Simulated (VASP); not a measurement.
# InAs (F-43m) in VASP: single point with LDA

Aim: the single point of InAs with LDA.

Program: VASP 6.6.1. These are calculated values, not measurements. Logs are shortened: lines on timing, memory, paths and dates and some standing lists are left out, and cuts for length are marked.

**Measured values to compare with.**

From a printed reference work, data compilation, for a bulk crystal of InAs at 4.2 K: band gap 0.418 eV (direct).

The runs below are set against these values where they give the same quantity.

## (1) The cell of the first run

It takes space group F-43m (No. 216, cubic). Conventional cell: a = 6.026 Å, b = 6.026 Å, c = 6.026 Å, α = 90.00°, β = 90.00°, γ = 90.00°. Within 3.4 Å of In (site symmetry -43m) lie 4 As at 2.61 Å. As (site symmetry -43m) has 4 In at 2.61 Å within 3.4 Å.

## (2) Single point, LDA

INCAR

```
ALGO = Normal ; EDIFF = 1E-7
ENCUT = 520 ; ISIF = 2
ISMEAR = 0 ; LASPH = True
LCHARG = False ; LREAL = False
LWAVE = False ; NBANDS = 16
NELM = 60 ; PREC = Accurate
SIGMA = 0.1
```

KPOINTS

```
k-points
0
Gamma
  12 12 12
```

POSCAR

```
InAs
1.0
    0.0000000000      3.0129847159      3.0129847159
    3.0129847159      0.0000000000      3.0129847159
    3.0129847159      3.0129847159      0.0000000000
In As
1 1
Direct
    0.0000000000      0.0000000000      0.0000000000
    0.2500000000      0.2500000000      0.2500000000
```

Potentials or basis: VASP PAW LDA potentials, release 64 (In_d, As).

Command:

```console
$ cat potpaw_LDA.64/In_d/POTCAR potpaw_LDA.64/As/POTCAR > POTCAR
$ mpirun -np 1 vasp_std > vasp.out
```

OUTCAR:

```text
EDIFF = 1E-7
   ENCUT = 520
   ISIF = 2
   ISMEAR = 0
   LASPH = True
   LREAL = False
   NELM = 60
   PREC = Accurate

 ion  position               nearest neighbor table
   1  0.000  0.000  0.000-   2 2.61   2 2.61   2 2.61   2 2.61
   2  0.250  0.250  0.250-   1 2.61   1 2.61   1 2.61   1 2.61

  LATTYP: Found a face centered cubic cell.
 ALAT       =     6.0259694318

  Lattice vectors:

 A1 = (   0.0000000000,   3.0129847159,   3.0129847159)
 A2 = (   3.0129847159,   0.0000000000,   3.0129847159)
 A3 = (   3.0129847159,   3.0129847159,   0.0000000000)

Analysis of symmetry for initial positions (statically):
=====================================================================
 Subroutine PRICEL returns:
 Original cell was already a primitive cell.

 Routine SETGRP: Setting up the symmetry group for a
 face centered cubic supercell.

 Subroutine GETGRP returns: Found 24 space group operations
 (whereof 24 operations were pure point group operations)
 out of a pool of 48 trial point group operations.

The static configuration has the point symmetry T_d .

Analysis of symmetry for dynamics (positions and initial velocities):
=====================================================================
 Subroutine PRICEL returns:
 Original cell was already a primitive cell.

 Routine SETGRP: Setting up the symmetry group for a
 face centered cubic supercell.

 Subroutine GETGRP returns: Found 24 space group operations
 (whereof 24 operations were pure point group operations)
 out of a pool of 48 trial point group operations.

The dynamic configuration has the point symmetry T_d .

 Subroutine INISYM returns: Found 24 space group operations
 (whereof 24 operations are pure point group operations),
 and found     1 'primitive' translations

----------------------------------------------------------------------------------------

                                     Primitive cell

  volume of cell :      54.7042

  direct lattice vectors                    reciprocal lattice vectors
     0.000000000  3.012984716  3.012984716    -0.165948402  0.165948402  0.165948402
     3.012984716  0.000000000  3.012984716     0.165948402 -0.165948402  0.165948402
     3.012984716  3.012984716  0.000000000     0.165948402  0.165948402 -0.165948402

  length of vectors
     4.261003848  4.261003848  4.261003848     0.287431064  0.287431064  0.287431064

  position of ions in fractional coordinates (direct lattice)
     0.000000000  0.000000000  0.000000000
     0.250000000  0.250000000  0.250000000

  ion indices of the primitive-cell ions
   primitive index   ion index
                 1           1
                 2           2

----------------------------------------------------------------------------------------

 KPOINTS: k-points

Automatic generation of k-mesh.
 Grid dimensions read from file:
 generate k-points for:   12   12   12

 Generating k-lattice:

  Cartesian coordinates                     Fractional coordinates (reciprocal lattice)
    -0.013829034  0.013829034  0.013829034     0.083333333  0.000000000  0.000000000
     0.013829034 -0.013829034  0.013829034     0.000000000  0.083333333  0.000000000
     0.013829034  0.013829034 -0.013829034     0.000000000  0.000000000  0.083333333

  Length of vectors
     0.023952589  0.023952589  0.023952589

  Shift w.r.t. Gamma in fractional coordinates (k-lattice)
     0.000000000  0.000000000  0.000000000

 Subroutine IBZKPT returns following result:
 ===========================================

 Found     72 irreducible k-points:

 Following reciprocal coordinates:
            Coordinates               Weight
  0.000000  0.000000  0.000000      1.000000
  0.083333  0.000000  0.000000      8.000000
  0.166667  0.000000  0.000000      8.000000
  0.250000  0.000000  0.000000      8.000000
  0.333333  0.000000  0.000000      8.000000
  0.416667  0.000000  0.000000      8.000000
[... 16 lines left out ...]
  0.500000  0.166667  0.000000     24.000000
 -0.416667  0.166667  0.000000     24.000000
 [... further k-points ...]
   k-points           NKPTS =     72   k-points in BZ     NKDIM =     72   number of bands    NBANDS=     16
   number of dos      NEDOS =    301   number of ions     NIONS =      2
   total plane-waves  NPLWV =  32768
   dimension x,y,z NGX =    32 NGY =   32 NGZ =   32
   dimension x,y,z NGXF=    64 NGYF=   64 NGZF=   64
   ions per type =               1   1
   NGX,Y,Z   is equivalent  to a cutoff of  12.49, 12.49, 12.49 a.u.
   NGXF,Y,Z  is equivalent  to a cutoff of  24.97, 24.97, 24.97 a.u.
 SYSTEM =  unknown system
   PREC   = accura    normal or accurate (medium, high low for compatibility)
   ISTART =      0    job   : 0-new  1-cont  2-samecut
   ICHARG =      2    charge: 1-file 2-atom 10-const
   ISPIN  =      1    spin polarized calculation?
   LNONCOLLINEAR =      F non collinear calculations
   LSORBIT =      F    spin-orbit coupling
   LASPH  =      T    aspherical Exc in radial PAW
   ENCUT  =  520.0 eV  38.22 Ry    6.18 a.u.   7.92  7.92  7.92*2*pi/ulx,y,z
   NELM   =     60;   NELMIN=  2; NELMDL= -5     # of ELM steps
   EDIFF  = 0.1E-06   stopping-criterion for ELM
   LREAL  =      F    real-space projection
   EDIFFG = 0.1E-05   stopping-criterion for IOM
   NSW    =      0    number of steps for IOM
   IBRION =     -1    ionic relax: 0-MD 1-quasi-New 2-CG
   NFREE  =      0    steps in history (QN), initial steepest desc. (CG)
   ISIF   =      2    stress and relaxation
   ISYM   =      2    0-nonsym 1-usesym 2-fastsym
   POTIM  = 0.5000    time-step for ionic-motion
   TEBEG  =    0.0;   TEEND  =   0.0 temperature during run
   PSTRESS=    0.0 pullay stress
   NELECT =      18.0000    total number of electrons
   NUPDOWN=      -1.0000    fix difference up-down
   EMIN   =  10.00;   EMAX   =-10.00  energy-range for DOS
   EFERMI =   0.00;   METHOD = LEGACY
   ISMEAR =     0;   SIGMA  =   0.10  broadening in eV -4-tet -1-fermi 0-gaus
   EFERMI_NEDOS =   21; number of points for ismear=-14 and -15
   IALGO  =     38    algorithm
   IMIX   =      4    mixing-type and parameters
     AMIX     =   0.40;   BMIX     =  1.00
     AMIX_MAG =   1.60;   BMIX_MAG =  1.00
  volume/ion in A,a.u.               =      27.35       184.58
  Fermi-wavevector in a.u.,A,eV,Ry     =   1.130209  2.135785 17.379705  1.277372
  Thomas-Fermi vector in A             =   2.266905
   LORBIT       =      0    0 simple, 1 ext, 2 COOP (PROOUT), +10 PAW based schemes
   GGA     = CA    functional components
   LHFCALC =     F    Hartree Fock is set to
   AEXX    =    0.0000 exact exchange contribution
   IVDW    =     0    specifies the selected vdW correction
   LEPSILON=     F    determine dielectric tensor
   LRPA    =     F    only Hartree local field effects (RPA)
 non-spin polarized calculation
 Gauss-broadening in eV      SIGMA  =   0.10
  energy-cutoff  :      520.00
  volume of cell :       54.70
 maximum number of plane-waves:      1488
   NGX = 15   NGY = 15   NGZ = 15

 number of electron      17.9999992 magnetization

 Free energy of the ion-electron system (eV)
  ---------------------------------------------------
  ext. energy  EPLUGINS =         0.00000000
  ---------------------------------------------------
  free energy    TOTEN  =        -9.02980568 eV

  energy without entropy =       -9.02965657  energy(sigma->0) =       -9.02973113

 E-fermi :   4.5025     XC(G=0):  -9.4572

 val. band max:        4.4449066062   @ k =   0.0000   0.0000   0.0000
 cond. band min:       5.1881325115   @ k =   0.0833   0.0000   0.0000
 fundamental gap:      0.7432259053
 Fermi energy:         4.5024610999

 k-point     1 :       0.0000    0.0000    0.0000
  band No.  band energies     occupation
      1      -9.9335      2.00000
      2      -9.9335      2.00000
      3      -9.9335      2.00000
      4      -9.8005      2.00000
      5      -9.8005      2.00000
      6      -7.5376      2.00000
[... 8 lines left out ...]
     15      14.1904      0.00000
     16      14.1904      0.00000

 k-point     2 :       0.0833    0.0000    0.0000
  band No.  band energies     occupation
      1      -9.9438      2.00000
      2      -9.9307      2.00000
      3      -9.9307      2.00000
      4      -9.8006      2.00000
      5      -9.8006      2.00000
      6      -7.4630      2.00000
[... 8 lines left out ...]
     15      13.5495      0.00000
     16      13.5495      0.00000

 k-point     3 :       0.1667    0.0000    0.0000
  band No.  band energies     occupation
      1      -9.9706      2.00000
      2      -9.9232      2.00000
      3      -9.9232      2.00000
      4      -9.8005      2.00000
      5      -9.8005      2.00000
      6      -7.2475      2.00000
[... 8 lines left out ...]
     15      13.0292      0.00000
     16      13.0292      0.00000

 k-point     4 :       0.2500    0.0000    0.0000
  band No.  band energies     occupation
      1     -10.0050      2.00000
      2      -9.9141      2.00000
      3      -9.9141      2.00000
      4      -9.7994      2.00000
      5      -9.7994      2.00000
      6      -6.9175      2.00000
[... 8 lines left out ...]
     15      12.9900      0.00000
     16      12.9900      0.00000

 k-point     5 :       0.3333    0.0000    0.0000
  band No.  band energies     occupation
      1     -10.0371      2.00000
      2      -9.9064      2.00000
      3      -9.9064      2.00000
      4      -9.7966      2.00000
      5      -9.7966      2.00000
      6      -6.5255      2.00000
[... 8 lines left out ...]
     15      13.5075      0.00000
     16      13.5075      0.00000

 k-point     6 :       0.4167    0.0000    0.0000
  band No.  band energies     occupation
      1     -10.0595      2.00000
      2      -9.9018      2.00000
      3      -9.9018      2.00000
      4      -9.7936      2.00000
      5      -9.7936      2.00000
      6      -6.1736      2.00000
[... 8 lines left out ...]
     15      14.4344      0.00000
     16      14.4344      0.00000
[... 267 lines left out ...]
 k-point    21 :       0.3333    0.1667    0.0000
  band No.  band energies     occupation
      1     -10.0445      2.00000
      2      -9.8979      2.00000
      3      -9.8936      2.00000
      4      -9.8135      2.00000
      5      -9.7896      2.00000
      6      -6.5675      2.00000
[... 8 lines left out ...]
     15      14.4113      0.00000
     16      14.5979      0.00000

 k-point    22 :       0.4167    0.1667    0.0000
  band No.  band energies     occupation
      1     -10.0652      2.00000
      2      -9.8944      2.00000
      3      -9.8878      2.00000
      4      -9.8107      2.00000
      5      -9.7884      2.00000
      6      -6.1968      2.00000
[... 8 lines left out ...]
     15      14.4823      0.00000
     16      15.2360      0.00000

 k-point    23 :       0.5000    0.1667    0.0000
  band No.  band energies     occupation
      1     -10.0767      2.00000
      2      -9.8933      2.00000
      3      -9.8859      2.00000
      4      -9.8054      2.00000
      5      -9.7898      2.00000
      6      -5.9149      2.00000
[... 8 lines left out ...]
     15      14.7777      0.00000
     16      15.3030      0.00000

 k-point    24 :      -0.4167    0.1667    0.0000
  band No.  band energies     occupation
      1     -10.0765      2.00000
      2      -9.8938      2.00000
      3      -9.8874      2.00000
      4      -9.8001      2.00000
      5      -9.7942      2.00000
      6      -5.8703      2.00000
[... 8 lines left out ...]
     15      14.1240      0.00000
     16      14.4985      0.00000

 [... further k-points ...]
[... 5 lines left out ...]
  --------------------------------------------------------------------------------------
  -------------------------------------------------------------------------------------
  Total        0.0491481      0.0491481      0.0491481     -0.0000000      0.0000000      0.0000000
  in kB        1.4394485      1.4394485      1.4394485     -0.0000000      0.0000000      0.0000000
  external PRESSURE =       1.4394485 kB  Pullay stress =       0.0000000 kB

 VOLUME and BASIS-vectors are now :
 -----------------------------------------------------------------------------
  energy-cutoff  :      520.00
  volume of cell :       54.70
      direct lattice vectors                 reciprocal lattice vectors
     0.000000000  3.012984716  3.012984716    -0.165948402  0.165948402  0.165948402
     3.012984716  0.000000000  3.012984716     0.165948402 -0.165948402  0.165948402
     3.012984716  3.012984716  0.000000000     0.165948402  0.165948402 -0.165948402

 POSITION                                       TOTAL-FORCE (eV/Angst)
 -----------------------------------------------------------------------------------
      0.00000      0.00000      0.00000        -0.000000     -0.000000     -0.000000
      1.50649      1.50649      1.50649         0.000000      0.000000      0.000000
 -----------------------------------------------------------------------------------
    total drift:                               -0.000000     -0.000000     -0.000000

  FREE ENERGIE OF THE ION-ELECTRON SYSTEM (eV)
  ---------------------------------------------------
  free  energy   TOTEN  =        -9.0298056808 eV

  energy  without entropy=       -9.0296565725  energy(sigma->0) =       -9.02973113
```

Wall time 19 s (1 thread of Intel Xeon Platinum 8559C (Emerald Rapids), shared host); peak memory 0.19 GiB.

Results:

```yaml
Free_energy: -9.0298 eV
Pressure: 0.1 GPa
Band_gap_on_the_k_mesh: zero (filled and empty bands touch)
```

Caveat: spin-orbit coupling is left out, which moves the levels of the heavy elements.

## (3) Comparison with measurements

Step 2. Against the measured gap of InAs, 0.418 eV (direct; 4.2 K; a printed reference work, data compilation), the calculated 0.00 eV is off by -0.42 eV. Spin-orbit coupling on As, In is left out. The value is that of LDA on a finite k mesh, which can miss the band edges, without temperature or zero-point motion. Semilocal functionals fall short of measured gaps as a rule.
